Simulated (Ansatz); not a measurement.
# Pt(111) / 1 layer Ti(0001) / Pt(111): resistance against film thickness, part 2 of 2

How does the resistance across the layers grow with the film in Pt(111) / 1 layer Ti(0001) / Pt(111)?

Ansatz 0.2.0; Ansatz plane-wave DFT, PBE, PAW files; ballistic transport by layer matching (Landauer), zero bias; PAW set soft_1.

So far. Step 4 (With 5 layers, k-mesh 15×15×1, film layers 5): The conductance of the junction is 1.5e14 S/m², 25 % under the 1.9e14 S/m² of the last finished run. The estimate from the leads' steps, 51 %, is larger still.

## Step 5: With 7 layers, k-mesh 15×15×1, film layers 7

The stack now holds 7 film layers; the k-mesh follows the cell, and the energies span -0.27 to 0.27 eV.

System of this step: Pt(111) / 7 layers Ti(0001) / Pt(111). The cell holds 15 atoms: 8 Pt and 7 Ti. Cell: a = 2.773 Å, b = 2.773 Å, c = 36.674 Å, α = 90.0°, β = 90.0°, γ = 120.0°. It derives from Pt and Ti. Regions: lead, 8 atoms (8 Pt); films, 7 atoms (7 Ti). The structure is stacked along c, and the current runs across the ab planes.

File input.yaml:

```yaml
crystal:
  lattice:
    - [2.7731313745, 0.0, 0.0]
    - [-1.3865656872, 2.4016022183, 0.0]
    - [0.0, 0.0, 36.6738259739]
  atoms:
    - { symbol: Pt, position: [0.0, 0.0, 0.03087014] }
    - { symbol: Pt, position: [0.3333333333, 0.6666666667, 0.0926104201] }
    - { symbol: Pt, position: [0.6666666667, 0.3333333333, 0.1543507001] }
    - { symbol: Pt, position: [0.0, 0.0, 0.2160909801] }
    - { symbol: Ti, position: [0.3333333333, 0.6666666667, 0.2831095316] }
    - { symbol: Ti, position: [0.6666666667, 0.3333333333, 0.3554063544] }
    - { symbol: Ti, position: [0.3333333333, 0.6666666667, 0.4277031772] }
    - { symbol: Ti, position: [0.6666666667, 0.3333333333, 0.5] }
    - { symbol: Ti, position: [0.3333333333, 0.6666666667, 0.5722968228] }
    - { symbol: Ti, position: [0.6666666667, 0.3333333333, 0.6445936456] }
    - { symbol: Ti, position: [0.3333333333, 0.6666666667, 0.7168904684] }
    - { symbol: Pt, position: [0.6666666667, 0.3333333333, 0.7839090199] }
    - { symbol: Pt, position: [0.0, 0.0, 0.8456492999] }
    - { symbol: Pt, position: [0.3333333333, 0.6666666667, 0.9073895799] }
    - { symbol: Pt, position: [0.6666666667, 0.3333333333, 0.96912986] }
kpoints:
  mp_grid: { grid: [15, 15, 1] }
hamiltonian:
  xc: pbe
  pseudopotentials: { kind: paw, azcp: { folder: soft_1 } }
scf:
  occupations: { method: fermi_dirac, width: 0.1 }
output:
  transmission:
    leads: [[0, 1]]
    kmesh: [30, 30]
    e_range: [-0.27, 0.27]
    de: 0.036
  write_potential: true
  write_density: true
  volumetric_format: npy
```

Launch:

```
ansatz run input.yaml --threads 4 --pin off --max-ram 8192MiB --backend cpu --events-out ev --progress --plain --runs-dir out
```

Wall time 2.5 min (4 threads of Arm Neoverse V2, shared host); peak memory 1.3 GiB; 9 min of CPU time.

Numbers from this step:

```yaml
free_energy: -117696.0174 eV
energy_at_zero_smearing: -117695.6683 eV
fermi_energy: 18.10 eV
estimated_errors_of_the_lead_s_conductance: 0, 2.8, 2.8 % (band edges, k-mesh, distance from neutral)
lead_conductance_per_cell: 1.719 G₀
conductance_of_the_junction: 1.48e14 S/m²
junction_conductance_per_cell: 0.1270 G₀
estimated_errors_of_the_junction_s_conductance: 5.9, 4.4, 10.3, 62.9, 4.4 % (energy step, band edges, k-mesh, leads' steps, distance from neutral)
area_resistance_that_the_stack_adds_contact_term_taken_off_spin_by_spin: 6.266 fΩ m²
```

Per spin. Table of transmission, zone mean by energy, zero at the Fermi level:

| energy (eV) | transmission, zone mean |
| --- | --- |
| -0.270 | 0.349 |
| -0.234 | 0.312 |
| -0.198 | 0.251 |
| -0.162 | 0.208 |
| -0.126 | 0.154 |
| -0.090 | 0.148 |
| -0.054 | 0.133 |
| -0.018 | 0.127 |
| 0.018 | 0.130 |
| 0.054 | 0.0896 |
| 0.090 | 0.0801 |
| 0.126 | 0.0907 |
| 0.162 | 0.122 |
| 0.198 | 0.162 |
| 0.234 | 0.178 |
| 0.270 | 0.161 |

The conductance of the junction is 1.5e14 S/m², 0.83 % over the 1.5e14 S/m² of the last finished run, within the error estimates, leads' steps apart, of 10 and 10 %. The estimate from the leads' steps, 63 %, is larger still.

## Step 6: With 9 layers, k-mesh 15×15×1, film layers 9

The stack now holds 9 film layers; the k-mesh follows the cell, and the energies span -0.27 to 0.27 eV.

System of this step: Pt(111) / 9 layers Ti(0001) / Pt(111). The cell holds 17 atoms: 8 Pt and 9 Ti. Its edges and angles: a = 2.773 Å, b = 2.773 Å, c = 41.977 Å, α = 90.0°, β = 90.0°, γ = 120.0°. It derives from Pt and Ti. Regions: lead, 8 atoms (8 Pt); films, 9 atoms (9 Ti). The structure is stacked along c, and the current runs across the ab planes.

input.yaml, the sections that differ from step 5:

```yaml
crystal:
  lattice:
    - [2.7731313745, 0.0, 0.0]
    - [-1.3865656872, 2.4016022183, 0.0]
    - [0.0, 0.0, 41.9766281705]
  atoms:
    - { symbol: Pt, position: [0.0, 0.0, 0.0269703926] }
    - { symbol: Pt, position: [0.3333333333, 0.6666666667, 0.0809111779] }
    - { symbol: Pt, position: [0.6666666667, 0.3333333333, 0.1348519631] }
    - { symbol: Pt, position: [0.0, 0.0, 0.1887927484] }
    - { symbol: Ti, position: [0.3333333333, 0.6666666667, 0.2473450142] }
    - { symbol: Ti, position: [0.6666666667, 0.3333333333, 0.3105087607] }
    - { symbol: Ti, position: [0.3333333333, 0.6666666667, 0.3736725071] }
    - { symbol: Ti, position: [0.6666666667, 0.3333333333, 0.4368362536] }
    - { symbol: Ti, position: [0.3333333333, 0.6666666667, 0.5] }
    - { symbol: Ti, position: [0.6666666667, 0.3333333333, 0.5631637464] }
    - { symbol: Ti, position: [0.3333333333, 0.6666666667, 0.6263274929] }
    - { symbol: Ti, position: [0.6666666667, 0.3333333333, 0.6894912393] }
    - { symbol: Ti, position: [0.3333333333, 0.6666666667, 0.7526549858] }
    - { symbol: Pt, position: [0.6666666667, 0.3333333333, 0.8112072516] }
    - { symbol: Pt, position: [0.0, 0.0, 0.8651480369] }
    - { symbol: Pt, position: [0.3333333333, 0.6666666667, 0.9190888221] }
    - { symbol: Pt, position: [0.6666666667, 0.3333333333, 0.9730296074] }
# kpoints, hamiltonian, scf, output: as in step 5
```

Elapsed: 3.4 min, on 4 threads; peak memory 1.6 GiB.

This step gave:

| Property | Result |
| --- | --- |
| free energy | -122695.1439 eV |
| energy at zero smearing | -122694.7502 eV |
| Fermi energy | 17.45 eV |
| lead conductance per cell | 1.718 G₀ |
| conductance of the junction | 1.36e14 S/m² |
| junction conductance per cell | 0.1169 G₀ |
| estimated errors of the junction's conductance | 1, 7.9, 9.6, 142.8, 7.5 % (energy step, band edges, k-mesh, leads' steps, distance from neutral) |
| area resistance that the stack adds (contact term taken off, spin by spin) | 6.853 fΩ m² |

Per spin. Table of transmission, zone mean by energy, zero at the Fermi level:

| energy (eV) | transmission, zone mean |
| --- | --- |
| -0.270 | 0.344 |
| -0.234 | 0.321 |
| -0.198 | 0.261 |
| -0.162 | 0.195 |
| -0.126 | 0.184 |
| -0.090 | 0.142 |
| -0.054 | 0.164 |
| -0.018 | 0.101 |
| 0.018 | 0.0986 |
| 0.054 | 0.0940 |
| 0.090 | 0.0752 |
| 0.126 | 0.0843 |
| 0.162 | 0.149 |
| 0.198 | 0.183 |
| 0.234 | 0.160 |
| 0.270 | 0.181 |

The conductance of the junction is 1.4e14 S/m², 8.0 % under the 1.5e14 S/m² of the last finished run, within the error estimates, leads' steps apart, of 10 and 9.6 %. The estimate from the leads' steps, 143 %, is larger still.

## Step 7: The ladder

Times are for 4 threads of Arm Neoverse V2, shared host. The runs compared:

| no. | film layers | area resistance that the stack adds (contact term taken off, spin by spin) (fΩ m²) | conductance of the junction (S/m²) | time | memory (GiB) |
| --- | --- | --- | --- | --- | --- |
| 1 | 1 | 1.797 | 4.35e14 | 2.2 min | 0.84 |
| 2 | 3 | 4.648 | 1.94e14 | 1.9 min | 0.87 |
| 3 | 5 | 6.323 | 1.47e14 | 2.6 min | 1.1 |
| 4 | 7 | 6.266 | 1.48e14 | 2.5 min | 1.3 |
| 5 | 9 | 6.853 | 1.36e14 | 3.4 min | 1.6 |

## Step 8: Results

```yaml
area_resistance_1_layer: 1.80 fΩ m²
area_resistance_3_layers: 4.65 fΩ m²
area_resistance_5_layers: 6.32 fΩ m²
area_resistance_7_layers: 6.27 fΩ m²
area_resistance_9_layers: 6.85 fΩ m²
```

The stack adds 1.8 fΩ m² with 1 layer and 6.9 fΩ m² with 9. From 3 to 9 layers it grows by 47 %; nothing scatters inside a perfect film, so this is no ohmic growth, and the error estimates, with the leads' steps, cover all of it. Atoms sit on ideal sites and aren't relaxed. Spin-orbit coupling is left out, which matters for Pt. The program's error estimates for the conductances, leads' steps apart, run from 6.6 to 12 %. The program's estimate of the error from the leads' steps alone runs to 143 %, although the steps are small; only longer leads would test it. Ti(0001) is compressed by 6.0 % in plane to fit Pt(111). 1 further run is left out: refused by the program, or repeats without effect or without named leads.

[Logs are printed without paths, hosts, clocks, repeated set-up lines and the standing remarks that a program may print on its own settings, such as how far it seeks lower states.]

[Hosts, paths, dates, database ids (printed as entryN), source tags and the programs' standing remarks are cut or masked in the printed files.]
